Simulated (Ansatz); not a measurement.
# CdO: the cost of one run

Computed with Ansatz 0.2.0 (reference: DFT, HSE06, plane waves, PAW, unless a step's input says otherwise).

3 further runs of the same task are left out: 3 that didn't finish.

## Step 1: The structure to begin with

Symmetry: Fm-3m, No. 225, cubic system. The conventional cell has a = 4.706 Å, b = 4.706 Å, c = 4.706 Å, α = 90.00°, β = 90.00°, γ = 90.00°. Cd (site symmetry m-3m) is surrounded by 6 O at 2.35 Å. O (site symmetry m-3m) has 6 Cd at 2.35 Å as nearest neighbours.

Structure file:

```xyz
2
Lattice="0.0000 2.3530 2.3530 2.3530 0.0000 2.3530 2.3530 2.3530 0.0000" Properties=species:S:1:pos:R:3 pbc="T T T"
Cd    0.0000    0.0000    0.0000
O     2.3530    2.3530    2.3530
```

## Step 2: Reference

input.yaml reads:

```yaml
crystal:
  lattice:
    - [0.0, 2.3530013821, 2.3530013821]
    - [2.3530013821, 0.0, 2.3530013821]
    - [2.3530013821, 2.3530013821, 0.0]
  atoms:
    - { symbol: Cd, position: [0.0, 0.0, 0.0] }
    - { symbol: O, position: [0.5, 0.5, 0.5] }
kpoints:
  mp_grid: { grid: [4, 4, 4] }
hamiltonian:
  xc: hse06
scf:
  occupations: { method: fermi_dirac, width: 0.02 }
  n_extra_bands: 4
output:
  forces: true
  stress: true
  eigenvalues: true
  write_density: true
  write_potential: true
  elf: true
  volumetric_format: npy
```

Command:

```sh
ansatz run input.yaml --threads 4 --pin off --max-ram 3686MiB --backend cpu --events-out ev --progress --plain --runs-dir out
```

**Question.** How long does this run take on 4 threads of an x86-64 CPU, shared host, and how much memory does it need?

About 8.2 s, with a peak of 0.52 GiB.
